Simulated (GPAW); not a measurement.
Sb:

```
Sb
1.0
     3.16000    0.00000    0.00000
     0.00000    3.16000    0.00000
     0.00000    0.00000    3.16000
Sb
1
Direct
  0.00000 0.00000 0.00000
```

This isn't the form of Sb at room conditions, which is rhombohedral.

- Program: GPAW 26.7.0
- Task: relaxation of cell and atoms
- Functional: PBEsol
- Dispersion: D3
- Potentials or basis: PAW data sets generated in the run's folder for this functional
- Cutoff: 600 eV
- Basis: pw
- k mesh: 8 × 8 × 8
- Occupations: fermi-dirac, width 0.05 eV
- Spin: no spin polarisation

At the start: pressure -5.8 GPa; volume 31.55 Å³/atom.

How do energy, volume and symmetry change on relaxing?

Over 4 steps the energy falls by 63.9 meV/atom and the volume is 28.35 Å³/atom (-10.2 %); space group Pm-3m (No. 221, to 0.05 Å).

Step by step:
```
step  energy change (eV)  largest force (eV/Å)  pressure (GPa)  volume (Å³)
   1              0.0000                0.0000           -5.83        31.55
   2             -0.0446                0.0000           -3.53        30.04
   3             -0.0633                0.0000            0.58        28.10
   4             -0.0639                0.0000           -0.03        28.35
```

Final structure:
```
CELL_PARAMETERS angstrom
3.04915 0.00000 0.00000
0.00000 3.04915 0.00000
0.00000 0.00000 3.04915
ATOMIC_POSITIONS crystal
Sb 0.00000 0.00000 0.00000
```

Caveat: later steps reuse the first step's grids; pairwise dispersion overbinds metals, which lowers pressure and volume.
